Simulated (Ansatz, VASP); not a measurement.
**MnO2: VASP beside Ansatz**

```
Mn O
1.0
     4.39600    0.00000    0.00000
     0.00000    4.39600    0.00000
     0.00000    0.00000    2.87100
Mn O
2 4
Direct
  0.00000 0.00000 0.00000
  0.50000 0.50000 0.50000
  0.30200 0.30200 0.00000
  0.19800 0.80200 0.50000
  0.69800 0.69800 0.00000
  0.80200 0.19800 0.50000
```

Change from the starting cell: parallel moments scaled by 0.1, plain SCF.

Alike in both runs: task single point; functional PBE; k mesh 5 × 5 × 8; occupations fermi-dirac, width 0.05 eV; collinear spin.

|  | VASP | Ansatz |
| --- | --- | --- |
| version | VASP 6.6.1 | Ansatz 0.2.0 |
| potentials or method | VASP PAW PBE potentials, release 64 (Mn_pv, O) | PAW, plane waves, scalar-relativistic |
| plane-wave cutoff (eV) | 520 | 420 |
| valence electrons in the cell | 50 | 54 |

VASP gave:

* pressure (GPa): 6.3
* largest component of the traceless stress (GPa): 2.10
* rms of the force components (eV/Å): 0.212
* net moment per atom (μB): 1.00
* size of the moment on the site where the two differ most (μB): 2.69

Question: What did Ansatz give for the same quantities?

Answer: Pressure (GPa): 5.4; largest component of the traceless stress (GPa): 2.19; rms of the force components (eV/Å): 0.222; net moment per atom (μB): 1.00; size of the moment on the site where the two differ most (μB): 2.37.

Site moments also hang on the region over which each program counts them. Atom by atom the forces differ by 0.010 eV/Å (rms over components). The two sets of potentials don't hold the same shells in valence.
